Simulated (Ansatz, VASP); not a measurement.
# One calculation of C, two programs

```
C
1.0
     2.55529    0.00000    0.00000
    -1.27764    2.21295    0.00000
     0.00000    0.00000    8.34550
C
8
Direct
  0.66667 0.33333 0.84375
  0.33333 0.66667 0.34375
  0.66667 0.33333 0.65625
  0.33333 0.66667 0.15625
  0.00000 0.00000 0.90625
  0.00000 0.00000 0.40625
  0.00000 0.00000 0.59375
  0.00000 0.00000 0.09375
```

This is a hexagonal form of diamond, not graphite.

Alike in both runs: task single point; functional BLYP; k mesh 12 × 12 × 4; occupations fermi-dirac, width 0.05 eV; no spin polarisation.

|  | VASP | Ansatz |
| --- | --- | --- |
| version | VASP 6.6.1 | Ansatz 0.2.0 |
| potentials or method | VASP PAW PBE potentials, release 64 (C) | Ansatz PAW |
| plane-wave cutoff (eV) | 520 | 420 |
| valence electrons in the cell | 32 | 32 |

|  | VASP | Ansatz | Ansatz less VASP |
| --- | --- | --- | --- |
| gap on the k mesh at the Fermi level (eV) | 4.64 | 4.64 | +0.001 |
| least direct gap on the mesh (eV) | 5.26 | 5.25 | -0.004 |
| pressure (GPa) | -4.3 | -4.9 | -0.62 |
| largest component of the traceless stress (GPa) | 7.45 | 7.47 | +0.017 |
| rms of the force components (eV/Å) | 0.175 | 0.175 | -0.0004 |

Atom by atom the forces differ by 0.001 eV/Å (rms over components).

Caveats: the PAW data sets were made with another functional, which shifts forces and pressure a little (VASP); the pressure holds a Pulay correction of +1.2 GPa for the finite cutoff (Ansatz); the PAW data sets come from PBE, with cores solved anew for the run's functional, which leaves a small shift of forces and pressure (Ansatz). A k mesh can miss the band edges. Expect the measured gap to be larger: semilocal functionals such as BLYP lack the derivative discontinuity.
